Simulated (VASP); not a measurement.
# BAs (F-43m) in VASP: elastic constants with PBEsol

Aim: the elastic constants of BAs with PBEsol.

Program: VASP 6.6.1. These are calculated values, not measurements. Logs are shortened: lines on timing, memory, paths and dates and some standing lists are left out, and cuts for length are marked.

**1. The crystal as given**

It takes space group F-43m (No. 216, cubic). The conventional cell has a = 4.768 Å, b = 4.768 Å, c = 4.768 Å, α = 90.00°, β = 90.00°, γ = 90.00°. B (site symmetry -43m) is surrounded by 4 As at 2.06 Å. As (site symmetry -43m) has 4 B at 2.06 Å as nearest neighbours.

**2. Elastic constants, PBEsol**

Input file INCAR:

```
  PREC = Accurate
  ENCUT = 600
  EDIFF = 1E-8
  ISMEAR = 0
  SIGMA = 0.01
  LREAL = F
  LASPH = T
  NELM = 80
  ALGO = Normal
  ISIF = 3
  LWAVE = F
  LCHARG = T
  GGA = PS
  IBRION = 6
  NFREE = 2
  POTIM = 0.015
  NSW = 1
```

Input file KPOINTS:

```
regular mesh
0
Gamma
  10 10 10
```

Input file POSCAR:

```
BAs
1.0
    0.0000000000      2.3839379017      2.3839379017
    2.3839379017      0.0000000000      2.3839379017
    2.3839379017      2.3839379017      0.0000000000
B As
1 1
Direct
    0.0000000000      0.0000000000      0.0000000000
    0.2500000000      0.2500000000      0.2500000000
```

Potentials or basis: VASP PAW PBE potentials, release 64 (B, As).

On the command line:

```sh
$ cat potpaw_PBE.64/B/POTCAR potpaw_PBE.64/As/POTCAR > POTCAR
$ mpirun -np 1 vasp_std > vasp.out
```

OUTCAR:

```text
PREC = Accurate
   ENCUT = 600
   EDIFF = 1E-8
   ISMEAR = 0
   LREAL = F
   LASPH = T
   NELM = 80
   ISIF = 3
   GGA = PS
   IBRION = 6
   NFREE = 2
   POTIM = 0.015
   NSW = 1

 ion  position               nearest neighbor table
   1  0.000  0.000  0.000-   2 2.06   2 2.06   2 2.06   2 2.06
   2  0.250  0.250  0.250-   1 2.06   1 2.06   1 2.06   1 2.06

  LATTYP: Found a face centered cubic cell.
 ALAT       =     4.7678758034

  Lattice vectors:

 A1 = (   0.0000000000,   2.3839379017,   2.3839379017)
 A2 = (   2.3839379017,   0.0000000000,   2.3839379017)
 A3 = (   2.3839379017,   2.3839379017,   0.0000000000)

Analysis of symmetry for initial positions (statically):
=====================================================================
 Subroutine PRICEL returns:
 Original cell was already a primitive cell.

 Routine SETGRP: Setting up the symmetry group for a
 face centered cubic supercell.

 Subroutine GETGRP returns: Found 24 space group operations
 (whereof 24 operations were pure point group operations)
 out of a pool of 48 trial point group operations.

The static configuration has the point symmetry T_d .

Analysis of symmetry for dynamics (positions and initial velocities):
=====================================================================
 Subroutine PRICEL returns:
 Original cell was already a primitive cell.

 Routine SETGRP: Setting up the symmetry group for a
 face centered cubic supercell.

 Subroutine GETGRP returns: Found 24 space group operations
 (whereof 24 operations were pure point group operations)
 out of a pool of 48 trial point group operations.

The dynamic configuration has the point symmetry T_d .

 Subroutine INISYM returns: Found 24 space group operations
 (whereof 24 operations are pure point group operations),
 and found     1 'primitive' translations

----------------------------------------------------------------------------------------

                                     Primitive cell

  volume of cell :      27.0966

  direct lattice vectors                    reciprocal lattice vectors
     0.000000000  2.383937902  2.383937902    -0.209737007  0.209737007  0.209737007
     2.383937902  0.000000000  2.383937902     0.209737007 -0.209737007  0.209737007
     2.383937902  2.383937902  0.000000000     0.209737007  0.209737007 -0.209737007

  length of vectors
     3.371397312  3.371397312  3.371397312     0.363275152  0.363275152  0.363275152

  position of ions in fractional coordinates (direct lattice)
     0.000000000  0.000000000  0.000000000
     0.250000000  0.250000000  0.250000000

  ion indices of the primitive-cell ions
   primitive index   ion index
                 1           1
                 2           2

----------------------------------------------------------------------------------------

 KPOINTS: regular mesh

Automatic generation of k-mesh.
 Grid dimensions read from file:
 generate k-points for:   10   10   10

 Generating k-lattice:

  Cartesian coordinates                     Fractional coordinates (reciprocal lattice)
    -0.020973701  0.020973701  0.020973701     0.100000000  0.000000000  0.000000000
     0.020973701 -0.020973701  0.020973701     0.000000000  0.100000000  0.000000000
     0.020973701  0.020973701 -0.020973701     0.000000000  0.000000000  0.100000000

  Length of vectors
[... 108 lines left out ...]

  FORCE on cell =-STRESS in cart. coord.  units (eV):
  Direction    XX          YY          ZZ          XY          YZ          ZX
  --------------------------------------------------------------------------------------
  -------------------------------------------------------------------------------------
  Total        0.1475277      0.1475277      0.1475277     -0.0000000      0.0000000     -0.0000000
  in kB        8.7230718      8.7230718      8.7230718     -0.0000000      0.0000000     -0.0000000
  external PRESSURE =       8.7230718 kB  Pullay stress =       0.0000000 kB
[... 89 lines left out ...]
  FREE ENERGIE OF THE ION-ELECTRON SYSTEM (eV)
  ---------------------------------------------------
  free  energy   TOTEN  =       -12.1966917910 eV

  energy  without entropy=      -12.1966917910  energy(sigma->0) =      -12.19669179

[... ionic steps 4 to 14 ...]

--------------------------------------- Ionic step       15  -------------------------------------------

 number of electron       8.0000000 magnetization

------------------------ aborting loop because EDIFF is reached ----------------------------------------
[... 67 lines left out ...]
--------------------------------------- Ionic step       17  -------------------------------------------

 number of electron       8.0000000 magnetization

 Free energy of the ion-electron system (eV)
  ---------------------------------------------------
  ext. energy  EPLUGINS =         0.00000000
  ---------------------------------------------------
  free energy    TOTEN  =       -12.20240836 eV

  energy without entropy =      -12.20240836  energy(sigma->0) =      -12.20240836

 E-fermi :   6.2587     XC(G=0): -10.7554

 val. band max:        6.2130259500   @ k =   0.0000   0.0000   0.0000
 cond. band min:       7.1754014851   @ k =   0.0000   0.4000   0.4000
 fundamental gap:      0.9623755351
 Fermi energy:         6.2586813828

 k-point     1 :       0.0000    0.0000    0.0000
  band No.  band energies     occupation
      1      -9.3826      2.00000
      2       6.0007      2.00000
      3       6.1080      2.00000
      4       6.2130      2.00000
      5       9.2727      0.00000
      6       9.3527      0.00000
      7       9.4357      0.00000
      8      10.8617      0.00000
[... 243 lines left out ...]
 k-point    24 :       0.4000    0.3000    0.0000
  band No.  band energies     occupation
      1      -6.7151      2.00000
      2      -0.3938      2.00000
      3       2.1018      2.00000
      4       2.5756      2.00000
      5       7.7047      0.00000
      6       9.3987      0.00000
      7      14.9592      0.00000
      8      15.2108      0.00000

 [... further k-points ...]

------------------------ aborting loop because EDIFF is reached ----------------------------------------

  FORCE on cell =-STRESS in cart. coord.  units (eV):
  Direction    XX          YY          ZZ          XY          YZ          ZX
  --------------------------------------------------------------------------------------
  -------------------------------------------------------------------------------------
  Total        0.1476788      0.1513061      0.1513061      0.0000000      0.1176173      0.0000000
  in kB        8.7320060      8.9464803      8.9464803      0.0000000      6.9545197      0.0000000
  external PRESSURE =       8.8749889 kB  Pullay stress =       0.0000000 kB
[... 17 lines left out ...]
  FREE ENERGIE OF THE ION-ELECTRON SYSTEM (eV)
  ---------------------------------------------------
  free  energy   TOTEN  =       -12.2024083612 eV

  energy  without entropy=      -12.2024083612  energy(sigma->0) =      -12.20240836

 INTERNAL STRAIN TENSORS FROM STRAINED CELLS
 ============================================

 INTERNAL STRAIN TENSOR FOR ION    1 for displacements in x,y,z  (eV/Angst):
          X           Y           Z          XY          YZ          ZX
  --------------------------------------------------------------------------------
  x    -0.00000     0.00000     0.00000    -0.00000     7.84301    -0.00000
  y    -0.00000    -0.00000     0.00000    -0.00000    -0.00000     7.84301
  z    -0.00000    -0.00000    -0.00000     7.84294    -0.00000    -0.00000

 INTERNAL STRAIN TENSORS FROM DISPLACED ATOMS
 ============================================

 INTERNAL STRAIN TENSOR FOR ION    1 for displacements in x,y,z  (eV/Angst):
          X           Y           Z          XY          YZ          ZX
  --------------------------------------------------------------------------------
  x     0.00000     0.00000     0.00000     0.00000     7.84326     0.00000
  y     0.00000     0.00000     0.00000     0.00000     0.00000     7.84326
  z     0.00000     0.00000     0.00000     7.84326     0.00000     0.00000

 INTERNAL STRAIN TENSOR FOR ION    2 for displacements in x,y,z  (eV/Angst):
          X           Y           Z          XY          YZ          ZX
  --------------------------------------------------------------------------------
  x    -0.00000    -0.00000    -0.00000     0.00000    -7.83765     0.00000
  y     0.00000     0.00000     0.00000     0.00000     0.00000    -7.83765
  z    -0.00000    -0.00000    -0.00000    -7.83765     0.00000     0.00000

 Eigenvectors and eigenvalues of the dynamical matrix
 ----------------------------------------------------

   1 f  =   20.863362 THz   131.088371 2PiTHz  695.926852 cm-1    86.283894 meV
             X         Y         Z           dx          dy          dz
      0.000000  0.000000  0.000000     0.000000    0.934825    0.000000
      1.191969  1.191969  1.191969    -0.000000   -0.355110    0.000000
[... 21 lines left out ...]
   6 f/i=    0.000064 THz     0.000402 2PiTHz    0.002134 cm-1     0.000265 meV
             X         Y         Z           dx          dy          dz
      0.000000  0.000000  0.000000     0.246808   -0.249907   -0.052302
      1.191969  1.191969  1.191969     0.649720   -0.657879   -0.137685

--------------------------------------------------------------------------------------------------------

 ELASTIC MODULI CONTR FROM IONIC RELAXATION (kBar)
 Direction    XX          YY          ZZ          XY          YZ          ZX
 --------------------------------------------------------------------------------
 XX          -0.0000     -0.0000     -0.0000     -0.0000     -0.0000      0.0000
 YY          -0.0000     -0.0000     -0.0000     -0.0000     -0.0000      0.0000
 ZZ          -0.0000     -0.0000     -0.0000     -0.0000     -0.0000      0.0000
 XY          -0.0000     -0.0000     -0.0000   -216.0135      0.0000      0.0000
 YZ          -0.0000     -0.0000     -0.0000      0.0000   -216.0135      0.0000
 ZX           0.0000      0.0000      0.0000      0.0000      0.0000   -216.0135
 --------------------------------------------------------------------------------

 TOTAL ELASTIC MODULI (kBar)
 Direction    XX          YY          ZZ          XY          YZ          ZX
 --------------------------------------------------------------------------------
 XX        2800.5211    753.4478    753.4478     -0.0000      0.0000      0.0000
 YY         753.4478   2800.5211    753.4478     -0.0000     -0.0000      0.0000
 ZZ         753.4478    753.4478   2800.5211     -0.0000     -0.0000      0.0000
 XY          -0.0000     -0.0000     -0.0000   1504.8309      0.0000      0.0000
 YZ           0.0000     -0.0000     -0.0000      0.0000   1504.8309      0.0000
 ZX           0.0000      0.0000      0.0000      0.0000      0.0000   1504.8309
 --------------------------------------------------------------------------------
```

Run time: 7.9 min. Hardware: 1 thread of Intel Xeon Platinum 8488C (Sapphire Rapids), shared host; peak memory 0.29 GiB.

Results:

| Property | Result |
| --- | --- |
| Elastic constants C11, C12, C44 | 280, 75, 150 GPa |
| Voigt bulk modulus | 144 GPa |
| Highest phonon frequency at Γ, LO-TO splitting left out | 696 cm⁻¹ |

Phonon frequencies in cm⁻¹ (negative: imaginary):
| q point | frequencies |
| --- | --- |
| (0.000, 0.000, 0.000) | 0 0 0 696 696 696 |

Elastic tensor in Voigt notation (GPa, in the Cartesian axes of the cell as first typed):
```
280  75  75   0   0   0
 75 280  75   0   0   0
 75  75 280   0   0   0
  0   0   0 150   0   0
  0   0   0   0 150   0
  0   0   0   0   0 150
```

Clamped-ion elastic tensor (GPa):
```
280  75  75   0   0   0
 75 280  75   0   0   0
 75  75 280   0   0   0
  0   0   0 172   0   0
  0   0   0   0 172   0
  0   0   0   0   0 172
```

Caveat: the PAW data sets were made with another functional, which shifts forces and pressure a little.
